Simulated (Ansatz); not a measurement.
# 2H-MoS2 bilayer (2H stacking) in a perpendicular field

What dipole does a perpendicular field induce in the 2H-MoS2 bilayer (2H stacking), and does the gap follow? A positive field points along +c.

Calculated with Ansatz 0.2.0; plane-wave DFT, PBE-D3(BJ), Ansatz PAW.

### 1. The starting structure

The cell holds 6 atoms: 4 S and 2 Mo. Cell: a = 3.180 Å, b = 3.180 Å, c = 50.025 Å, α = 90.0°, β = 90.0°, γ = 120.0°. Regions: layer 1: 2H-MoS2, 3 atoms (2 S and 1 Mo); layer 2: 2H-MoS2, 3 atoms (2 S and 1 Mo). Vacuum lies along c.

### 2. Relaxation

The starting cell is a guess, so the in-plane lattice and the atoms are relaxed first, with the slab cut off from its images along the normal.

Input file input.yaml:

```yaml
crystal:
  lattice:
    - [3.18, 0.0, 0.0]
    - [-1.59, 2.753960784, 0.0]
    - [0.0, 0.0, 50.0251954735]
  atoms:
    - { symbol: S, position: [0.3333333333, 0.6666666667, 0.4047960195] }
    - { symbol: Mo, position: [0.0, 0.0, 0.4374055646] }
    - { symbol: S, position: [0.3333333333, 0.6666666667, 0.4700151097] }
    - { symbol: S, position: [0.0, 0.0, 0.5299848903] }
    - { symbol: Mo, position: [0.3333333333, 0.6666666667, 0.5625944354] }
    - { symbol: S, position: [0.0, 0.0, 0.5952039805] }
  periodic: [true, true, false]
kpoints:
  mp_grid: { grid: [12, 12, 1] }
hamiltonian:
  xc: pbe
  dispersion: d3bj
scf:
  occupations: { method: fermi_dirac, width: 0.05 }
  convergence: { dr2_threshold: 1.0e-09 }
relax:
  f_tol: 0.004
  max_steps: 90
  cell: {}
output:
  write_potential: true
  write_density: true
  volumetric_format: npy
```

Run with:

```console
$ ansatz run input.yaml --threads 2 --pin off --max-ram 3072MiB --backend cpu --events-out ev --progress --plain --runs-dir out
```

Numbers of over 12 decimals in the logs are rounded to 6 here.

Output:

```text
Warning: relax.cell: scf.convergence.dr2_threshold = 1e-9 eV is looser than the 1.57383960415e-10 eV advised for a relaxation that steers and ends on the stress (1e-10 eV for each atom of the cell: 6, times the square of relax.cell.stress_2d_tol = 0.05 N/m over 19.5 Å (the atoms' height at the walk's start and 5 Å past either face), 2.561e-2 GPa, over a crystal's default 0.05). What an SCF threshold leaves in a stress goes as its square root, and in the free energy as the threshold itself, and one threshold admits the most on a small cell: [figures from the program's tests cut] Set scf.convergence.dr2_threshold to 1.57383960415e-10 eV or tighter. [rest of the remark cut]
Engine: ansatz 0.2.0, x86_64-unknown-linux-gnu
Pseudopotentials: kind: paw
Pseudopotential: S, paw, valence charge 6, recommended cutoff 420 eV (normal), S.paw.azcp
Pseudopotential: Mo, paw, valence charge 14, recommended cutoff 420 eV (normal), Mo.paw.azcp
Functional definition: PBE
  parameter kappa = 0.804
  parameter beta = 0.066725
  exchange = pbe_x(kappa = kappa, mu = beta*pi^2/3)
  correlation = pbe_c(beta = beta)
Crystal: 6 atoms, lattice volume = 438.100 Å³
Basis set: ecut = 420 eV, 8603 PW (Γ), exchange–correlation on 48×48×720 points (8 copies of the dense FFT grid, shifted against one another)
Bands: 32, of which v1, the nominal top of the filled ones, is band 26 counted from 1 (25 counted from 0)
Symmetry: 12 space group operations
Space group: P-3m1 (ITA 164), of the structure as read, at distance tolerance 7.6e-5 Å
k-points: 19 of 144
Non-local potential: S, projectors of the file, l = 0: 2, l = 1: 2, l = 2: 2
Non-local potential: Mo, projectors of the file, l = 0: 3, l = 1: 2, l = 2: 2, l = 3: 1
PAW form: soft (Blöchl's): semilocal exchange-correlation on the pseudo side does not see the compensation charge
PAW one-centre angular grid: S, 110 points (default); XC on 64 Gauss nodes
PAW one-centre angular grid: Mo, 590 points (default); XC on 64 Gauss nodes
Initial density: superposition of atomic densities (neutral atoms: chi_scale 0, normalization atom), corrected by the library's trained network
Initial wavefunctions: pseudopotential atomic-orbital guess
Functional: x = pbe(κ = 0.804, μ = 0.219515), c = pbe(β = 0.066725)
SCF iter   1: F=—  HF=-13527.582015 eV  |F-HF|=—  |Δ(HF+E_count)|=         —  Δρ=2.92e-3  dr2=1.07e-1  ethr=1.77e-3  ⟨swp⟩=15.5  Hψ=4788  notcnv=0
preconditioner: auto → Resta (q_TF=auto, 1.913 Å⁻¹)  ε∞=3.0  [insulator: Δε(μ)=1.252 eV  Ē_g=7.455 eV  σ=0.050 eV  W_gap=1.00  n_scr=30 (ndim 8)  ℏωp=10.6 eV  f_vac=0.734  D(μ)=0.00/eV (n_scr^D=0)  ε∞_Penn≈3.0  vacuum switching on, ρ_ref=4.0e-3 e/Å³]
SCF iter   2: F=—  HF=-13527.599012 eV  |F-HF|=—  |Δ(HF+E_count)|=   1.70e-2  Δρ=2.50e-3  dr2=1.76e-1  ethr=2.07e-4  ⟨swp⟩=4.4  Hψ=1394  notcnv=0  defer=3
SCF iter   3: F=—  HF=-13527.585054 eV  |F-HF|=—  |Δ(HF+E_count)|=   1.40e-2  Δρ=1.40e-3  dr2=2.22e-3  ethr=2.07e-4  ⟨swp⟩=2.8  Hψ=987  notcnv=0  defer=3
SCF iter   4: F=—  HF=-13527.590389 eV  |F-HF|=—  |Δ(HF+E_count)|=   5.33e-3  Δρ=4.81e-4  dr2=2.82e-3  ethr=4.27e-6  ⟨swp⟩=3.2  Hψ=1427  notcnv=0  defer=3
SCF iter   5: F=—  HF=-13527.590050 eV  |F-HF|=—  |Δ(HF+E_count)|=   3.39e-4  Δρ=1.30e-4  dr2=2.30e-4  ethr=4.27e-6  ⟨swp⟩=2.9  Hψ=966  notcnv=0  defer=3
SCF iter   6: F=—  HF=-13527.590038 eV  |F-HF|=—  |Δ(HF+E_count)|=   1.25e-5  Δρ=5.35e-5  dr2=1.71e-5  ethr=4.42e-7  ⟨swp⟩=3.2  Hψ=1272  notcnv=0  defer=3
SCF iter   7: F=—  HF=-13527.590047 eV  |F-HF|=—  |Δ(HF+E_count)|=   9.67e-6  Δρ=1.50e-5  dr2=3.19e-6  ethr=3.29e-8  ⟨swp⟩=3.2  Hψ=1342  notcnv=0  defer=3
SCF iter   8: F=—  HF=-13527.589912 eV  |F-HF|=—  |Δ(HF+E_count)|=   1.36e-4  Δρ=6.89e-6  dr2=6.04e-7  ethr=6.13e-9  ⟨swp⟩=2.8  Hψ=1224  notcnv=0  defer=3
SCF iter   9: F=—  HF=-13527.589912 eV  |F-HF|=—  |Δ(HF+E_count)|=   6.89e-8  Δρ=1.77e-6  dr2=3.89e-8  ethr=1.16e-9  ⟨swp⟩=2.6  Hψ=1153  notcnv=0  defer=3
SCF iter  10: F=-13527.589912 eV  HF=-13527.589912 eV  |F-HF|=1.82e-10  |Δ(HF+E_count)|=   1.87e-9  Δρ=2.46e-7  dr2=4.59e-10  ethr=1.92e-12  ⟨swp⟩=11.4  Hψ=6070  notcnv=0
SCF 1 converged in 10 iterations: F = -13527.589912 eV  dr2 = 4.59e-10
  greatest PAW one-centre occupation: 0.998 electrons in one spin orbital (limit 2), on the Mo atom at site 4 (counted from 0), in its partial waves of l = 0
relax step   1: F+E_penalty+E_count = -13527.58991170 eV  Δ(F+E_penalty+E_count) = +0.000e0 eV  max|allowed force component| = 1.253e0 eV/Å  Δτ_max = 0.0000 Å  P = -7.663 N/m  Ω = 438.100 Å³  fix = [c, alpha, beta]  reactions: c +0.000 N/m  (10 SCF iters, accepted)
Crystal: 6 atoms, lattice volume = 436.775 Å³
Basis set: ecut = 420 eV, 8567 PW (Γ), exchange–correlation on 48×48×720 points (8 copies of the dense FFT grid, shifted against one another)
Initial density: handed on by an earlier stage of this run
Initial wavefunctions: those handed on with the density
iter 1 solved again at ethr=3.46e-4 eV; its pass at ethr=3.10e-3 eV (dr2=1.80e-1 eV) is discarded
SCF iter   1: F=—  HF=-13527.765712 eV  |F-HF|=—  |Δ(HF+E_count)|=         —  Δρ=6.95e-3  dr2=2.06e-1  ethr=3.46e-4  ⟨swp⟩=2.5  Hψ=5124  notcnv=0
eigensolver tolerance schedule calibrated: the retry pair's looser diagonalisation under-reported the residual by θ = 0.13 (0.13/decade); ethr = c·dr2/N_el runs at the constant in force after the calibration composes with the one it found (an armed cap, an earlier calibration), c = 5.7e-2
preconditioner: auto → Resta (q_TF=auto, 1.914 Å⁻¹)  ε∞=2.9  [insulator: Δε(μ)=0.909 eV  Ē_g=7.828 eV  σ=0.050 eV  W_gap=1.00  n_scr=30 (ndim 8)  ℏωp=10.7 eV  f_vac=0.744  D(μ)=0.00/eV (n_scr^D=0)  ε∞_Penn≈2.9  vacuum switching on, ρ_ref=4.4e-3 e/Å³]
SCF iter   2: F=—  HF=-13527.740697 eV  |F-HF|=—  |Δ(HF+E_count)|=   2.50e-2  Δρ=3.79e-3  dr2=9.68e-2  ethr=2.25e-4  ⟨swp⟩=4.4  Hψ=1410  notcnv=0  defer=4
SCF iter   3: F=—  HF=-13527.731422 eV  |F-HF|=—  |Δ(HF+E_count)|=   9.27e-3  Δρ=2.49e-3  dr2=3.82e-2  ethr=1.06e-4  ⟨swp⟩=3.9  Hψ=1399  notcnv=0  defer=4
SCF iter   4: F=—  HF=-13527.727450 eV  |F-HF|=—  |Δ(HF+E_count)|=   3.97e-3  Δρ=7.04e-4  dr2=3.59e-3  ethr=4.18e-5  ⟨swp⟩=2.9  Hψ=1161  notcnv=0  defer=4
SCF iter   5: F=—  HF=-13527.727181 eV  |F-HF|=—  |Δ(HF+E_count)|=   2.68e-4  Δρ=2.87e-4  dr2=4.80e-4  ethr=3.92e-6  ⟨swp⟩=3.6  Hψ=1383  notcnv=0
SCF iter   6: F=—  HF=-13527.727179 eV  |F-HF|=—  |Δ(HF+E_count)|=   2.07e-6  Δρ=9.01e-5  dr2=3.58e-5  ethr=5.25e-7  ⟨swp⟩=3.3  Hψ=1218  notcnv=0
SCF iter   7: F=—  HF=-13527.727331 eV  |F-HF|=—  |Δ(HF+E_count)|=   1.51e-4  Δρ=1.60e-5  dr2=2.16e-6  ethr=3.91e-8  ⟨swp⟩=3.7  Hψ=1459  notcnv=0
[...]
SCF iter   4: F=—  HF=-13527.781398 eV  |F-HF|=—  |Δ(HF+E_count)|=   1.04e-2  Δρ=7.92e-4  dr2=4.05e-3  ethr=2.22e-4  ⟨swp⟩=3.3  Hψ=1035  notcnv=0  defer=4
SCF iter   5: F=—  HF=-13527.780919 eV  |F-HF|=—  |Δ(HF+E_count)|=   4.79e-4  Δρ=4.84e-4  dr2=1.59e-3  ethr=7.79e-6  ⟨swp⟩=3.7  Hψ=1419  notcnv=0  defer=2
SCF iter   6: F=—  HF=-13527.780801 eV  |F-HF|=—  |Δ(HF+E_count)|=   1.18e-4  Δρ=1.33e-4  dr2=1.05e-4  ethr=3.06e-6  ⟨swp⟩=3.1  Hψ=1113  notcnv=0  defer=2
SCF iter   7: F=—  HF=-13527.780806 eV  |F-HF|=—  |Δ(HF+E_count)|=   4.69e-6  Δρ=6.16e-5  dr2=1.84e-5  ethr=2.01e-7  ⟨swp⟩=3.8  Hψ=1536  notcnv=0  defer=2
SCF iter   8: F=—  HF=-13527.780756 eV  |F-HF|=—  |Δ(HF+E_count)|=   5.01e-5  Δρ=8.62e-6  dr2=4.45e-7  ethr=3.53e-8  ⟨swp⟩=3.4  Hψ=1307  notcnv=0  defer=2
SCF iter   9: F=—  HF=-13527.780622 eV  |F-HF|=—  |Δ(HF+E_count)|=   1.34e-4  Δρ=2.35e-6  dr2=3.91e-8  ethr=8.55e-10  ⟨swp⟩=4.1  Hψ=1572  notcnv=0  defer=2
SCF iter  10: F=—  HF=-13527.780622 eV  |F-HF|=—  |Δ(HF+E_count)|=  5.53e-10  Δρ=7.18e-7  dr2=3.55e-9  ethr=7.51e-11  ⟨swp⟩=3.5  Hψ=1382  notcnv=0  defer=2
SCF iter  11: F=-13527.780622 eV  HF=-13527.780622 eV  |F-HF|=2.07e-10  |Δ(HF+E_count)|=  4.18e-10  Δρ=9.84e-8  dr2=4.69e-11  ethr=1.92e-12  ⟨swp⟩=12.4  Hψ=5218  notcnv=0
SCF 3 converged in 11 iterations: F = -13527.780622 eV  dr2 = 4.69e-11
relax step   3: F+E_penalty+E_count = -13527.78062188 eV  Δ(F+E_penalty+E_count) = -5.343e-2 eV  max|allowed force component| = 2.168e-1 eV/Å  Δτ_max = 0.1803 Å  P = +0.284 N/m  Ω = 429.074 Å³  energy of the carried Pulay correction = +2.317e-4 eV  fix = [c, alpha, beta]  reactions: c +0.000 N/m  (11 SCF iters, accepted)
[...]
relax step   4: F+E_penalty+E_count = -13527.79855539 eV  Δ(F+E_penalty+E_count) = -1.793e-2 eV  max|allowed force component| = 3.001e-2 eV/Å  Δτ_max = 0.1464 Å  P = -0.105 N/m  Ω = 430.210 Å³  energy of the carried Pulay correction = +2.023e-4 eV  fix = [c, alpha, beta]  reactions: c -0.000 N/m  (11 SCF iters, accepted)
[...]
relax step   5: F+E_penalty+E_count = -13527.79977476 eV  Δ(F+E_penalty+E_count) = -1.219e-3 eV  max|allowed force component| = 5.765e-3 eV/Å  Δτ_max = 0.0306 Å  P = +0.011 N/m  Ω = 430.291 Å³  energy of the carried Pulay correction = +2.002e-4 eV  fix = [c, alpha, beta]  reactions: c +0.000 N/m  (10 SCF iters, accepted)
[...]
relax step   6: F+E_penalty+E_count = -13527.79981016 eV  Δ(F+E_penalty+E_count) = -3.541e-5 eV  max|allowed force component| = 6.494e-4 eV/Å  Δτ_max = 0.0055 Å  P = -0.011 N/m  Ω = 430.358 Å³  energy of the carried Pulay correction = +1.984e-4 eV  fix = [c, alpha, beta]  reactions: c -0.000 N/m  (9 SCF iters, accepted)
Initial wavefunctions: pseudopotential atomic-orbital guess (no wavefunctions were taken with the density)
iter 1 solved again at ethr=7.63e-8 eV; its pass at ethr=3.10e-3 eV (dr2=3.97e-5 eV) is discarded
SCF iter   1: F=—  HF=-13527.799737 eV  |F-HF|=—  |Δ(HF+E_count)|=         —  Δρ=1.25e-5  dr2=1.04e-7  ethr=7.63e-8  ⟨swp⟩=6.6  Hψ=8077  notcnv=0
preconditioner: auto → Resta (q_TF=auto, 1.918 Å⁻¹)  ε∞=2.9  [insulator: Δε(μ)=1.211 eV  Ē_g=7.792 eV  σ=0.050 eV  W_gap=1.00  n_scr=30 (ndim 8)  ℏωp=10.7 eV  f_vac=0.741  D(μ)=0.00/eV (n_scr^D=0)  ε∞_Penn≈2.9  vacuum switching on, ρ_ref=4.4e-3 e/Å³]
SCF iter   2: F=—  HF=-13527.799599 eV  |F-HF|=—  |Δ(HF+E_count)|=   1.38e-4  Δρ=6.01e-6  dr2=2.56e-8  ethr=2.00e-10  ⟨swp⟩=4.1  Hψ=1895  notcnv=0
SCF iter   3: F=—  HF=-13527.799599 eV  |F-HF|=—  |Δ(HF+E_count)|=   1.99e-8  Δρ=2.04e-6  dr2=3.06e-8  ethr=4.93e-11  ⟨swp⟩=2.9  Hψ=1287  notcnv=0
SCF iter   4: F=—  HF=-13527.799599 eV  |F-HF|=—  |Δ(HF+E_count)|=   1.86e-9  Δρ=6.90e-7  dr2=2.16e-9  ethr=4.93e-11  ⟨swp⟩=2.9  Hψ=1002  notcnv=0
SCF iter   5: F=-13527.799599 eV  HF=-13527.799599 eV  |F-HF|=6.55e-11  |Δ(HF+E_count)|=  3.24e-10  Δρ=2.21e-7  dr2=2.33e-10  ethr=1.92e-12  ⟨swp⟩=14.8  Hψ=5340  notcnv=0
SCF 7 converged in 5 iterations: F = -13527.799599 eV  dr2 = 2.33e-10
relax step   7: F+E_penalty+E_count = -13527.79959944 eV  Δ(F+E_penalty+E_count) = +2.107e-4 eV  max|allowed force component| = 6.421e-4 eV/Å  Δτ_max = 0.0000 Å  P = -0.009 N/m  Ω = 430.358 Å³  fix = [c, alpha, beta]  reactions: c -0.000 N/m  stress off target by 8.79e-3 N/m on what of the cell is left free  SCF on the basis re-selected at this cell (its energy is not comparable with the rows above)  (5 SCF iters)
basis re-selected at this cell: Δ(F+E_penalty+E_count) = +2.107e-4 eV, ΔP = +0.002 N/m vs the last step (what re-selecting the basis moved, of the pressure what is left beyond the Pulay correction that the steps carried, after the strain that the cell walked since its last selection, with what the two solves' SCF thresholds leave and, on support functions, any second-order correction that the steps lacked; it is no m [...]
SCF converged after 5 iterations
Free energy (F): -13527.799599 eV
Harris-Foulkes:  -13527.799599 eV  (|F-HF|=6.55e-11)
Internal energy: -13527.799599 eV  (E = F + TS)
E sigma→0 (E₀):  -13527.799599 eV
Entropy (-TS):   -0.000000 eV (-0.000 meV/atom)
Fermi energy:    -4.866124 eV
--- Per-component energies (eV) ---
  E_band       = -1152.435197
  E_kinetic    = 1313.414302
  E_local      = -252719.191454  (includes V_loc(G=0)·N_el)
  E_nonlocal   = 398.408863
  E_hartree    = 125486.220425
  E_xc         = -757.544903
  E_vxc        = -810.724246  (∫ρ·V_xc dr)
  E_paw        = -8803.142494  (= ΣΔE_a)
  E_vpaw       = -306.785224  (= ΣTr[D̂ρ^β])
  E_aug_tail   = 0.000080  (compensation charges beyond the density's cutoff)
  E_ewald      = 121556.287589
  E_disp       = -2.252007  (pairwise vdW)
  E_smearing   = -0.000000  (= −TS)
  E_closure    = -0.000000  (closes the sum)
  Σ components = -13527.799599   (vs F -13527.799599, Δ=0.00e0)
--- Forces (eV/Å), atoms counted from 1 ---
  atom   1  S     -0.00000000     0.00000000     0.00007716
  atom   2  Mo    -0.00000000     0.00000000     0.00064214
  atom   3  S     -0.00000000     0.00000000    -0.00013667
  atom   4  S      0.00000000    -0.00000000     0.00013667
  atom   5  Mo     0.00000000    -0.00000000    -0.00064214
  atom   6  S      0.00000000    -0.00000000    -0.00007716
  max |Σ_I F_I| component: 8.10e-18 eV/Å
--- 2D stress c σ (N/m, compression-positive) ---
       -0.008789       0.000000       0.000000
       -0.000000      -0.008789      -0.000000
        0.000000      -0.000000      -0.000000
  P = ½ c Tr σ = -0.0088 N/m
--- Band table (eV; the first three rows and the last of 19) ---
  k-point 0: bands = [... 22 lower, -7.3622, -7.2075, -6.1876, -5.4246, -3.1043, -3.1043, -3.0807, -3.0807, ... 2 higher]
  k-point 1: bands = [... 22 lower, -7.2349, -6.8492, -6.2020, -5.5768, -3.2223, -3.2083, -3.1302, -3.0772, ... 2 higher]
  k-point 2: bands = [... 22 lower, -7.2089, -6.7955, -6.3404, -6.0678, -3.6765, -3.4503, -3.3217, -3.3089, ... 2 higher]
  k-point 18: bands = [... 22 lower, -8.0704, -8.0704, -5.9822, -5.8824, -4.1397, -4.1397, -3.2104, -2.6210, ... 2 higher]
  the weakly bound empty levels are not read free of the cell's end (no_gap_told)
--- Relaxed structure (6 steps of the walk, 6 accepted, 1 SCFs on fresh bases) ---
  F+E_penalty+E_count = -13527.79959944 eV   max|allowed force component| = 6.421e-4 eV/Å   (the final SCF, on the basis selected at the relaxed cell)
  cell:  # Å, volume = 430.3580 Å³
    - [3.151775, 0.0, 0]
    - [-1.575888, 2.729517, 0]
    - [0, 0, 50.0251954735]
  atoms:
    - { symbol: S, position: [0.333333, 0.666667, 0.408098] }
    - { symbol: Mo, position: [9.251858539620023e-18, -5.08852219630634e-17, 0.439434] }
    - { symbol: S, position: [0.333333, 0.666667, 0.470739] }
    - { symbol: S, position: [9.251858539620026e-18, -5.0885221963063393e-17, 0.529261] }
    - { symbol: Mo, position: [0.333333, 0.666667, 0.560566] }
    - { symbol: S, position: [9.251858539620026e-18, -5.0885221963063393e-17, 0.591902] }
```

Wall time 3.7 min (2 threads of Intel Xeon at 2.50GHz (Skylake/Cascade Lake), shared host); peak memory 0.77 GiB.

Step by step:

```tsv
step	energy less that of the first step (eV)	largest force component (eV/Å)	volume (Å³)
1	0.0000	1.2534	438.10
2	-0.1373	0.8118	436.78
3	-0.1907	0.2168	429.07
4	-0.2086	0.0300	430.21
5	-0.2099	0.0058	430.29
6	-0.2099	0.0006	430.36
7*	-0.2097	0.0006	430.36
```

Relaxation steps marked * repeat the geometry before them on a plane-wave basis chosen anew for their cell, so energy and pressure can jump there.

Forces are held to the 12 operations that the run works with; a distortion that breaks them can't arise in this run.

```tsv
cell as run	before	after	change
a (Å)	3.180	3.152	-0.9 %
b (Å)	3.180	3.152	-0.9 %
```

The atoms that moved most (Å, along periodic axes as changes of fractional coordinates times the final cell, across vacuum about the mean position):

```tsv
atom	dx	dy	dz	length
S1	0.000	0.000	0.165	0.165
S6	0.000	0.000	-0.165	0.165
Mo2	0.000	0.000	0.101	0.101
Mo5	0.000	0.000	-0.101	0.101
S4	0.000	0.000	-0.036	0.036
S3	0.000	0.000	0.036	0.036
```

Final coordinates:

```xyz
6
Lattice="3.1518 0.0000 0.0000 -1.5759 2.7295 0.0000 0.0000 0.0000 50.0252" Properties=species:S:1:pos:R:3
S     0.0000    1.8197   20.4152
Mo    0.0000    0.0000   21.9828
S     0.0000    1.8197   23.5488
S     0.0000    0.0000   26.4764
Mo    0.0000    1.8197   28.0424
S     0.0000    0.0000   29.6100
```

The lattice constant a goes from 3.180 to 3.152 Å.

(Continued in part 2 of 2.)

[Logs are printed without paths, hosts, clocks, repeated set-up lines and the standing remarks that a program may print on its own settings, such as how far it seeks lower states.]

[Hosts, paths, dates, database ids (printed as entryN), source tags and the programs' standing remarks are cut or masked in the printed files.]

[Maps of the electrostatic potential energy from Ansatz leave out the sawtooth potential of an applied field or a dipole correction, so their vacuum need not be flat; planar profiles and work functions include it.]
